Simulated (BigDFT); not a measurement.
## In under changes of volume

One of the cells (26.686 Å³/atom); the others are scaled copies at fixed shape and fractional positions:

```xyz
2
Lattice="3.7651 0.0000 0.0000 0.0000 3.7651 0.0000 0.0000 0.0000 3.7651" Properties=species:S:1:pos:R:3 pbc="T T T"
In    0.0000    0.0000    0.0000
In    1.8825    1.8825    1.8825
```

This isn't the form of In at room conditions, which is tetragonal.

```yaml
Program: BigDFT 1.9.6
Functional: LDA-PW92
Potentials_or_basis: GTH-PBE (In q3)
Grid_spacing: 0.50846 bohr
k_mesh: 3 × 3 × 3
Occupations: gaussian, width 0.2 eV
Spin: collinear spin, zero start
Starting_moments: "[0, 0] μB"
```

```csv
volume (Å³/atom),energy over the lowest point (meV/atom),pressure (GPa)
25.085,?,?
25.618,0.00,-0.3
26.152,2.83,-1.3
26.686,8.76,-2.2
27.220,17.44,-3.0
27.753,28.56,-3.7
28.287,41.84,-4.3
```

Question: What does the run at 25.085 Å³/atom give?

Answer: Energy over the lowest point 0.66 meV/atom; pressure 0.8 GPa.

Worked out: A Birch-Murnaghan fit of order 3 (a polynomial in V^(-2/3)) to the other rows has its minimum at 25.45 Å³/atom, just outside them, with B0 = V·E''(V) = 52 GPa and B' = 4.7. It gives 0.67 meV/atom at 25.085 Å³/atom, against the run's 0.66, and -dE/dV = 0.8 GPa, against 0.8.

Energies are extrapolated to zero smearing.

Caveats: all runs use coarse meshes; the potentials were made for another functional, which shifts forces and pressure.
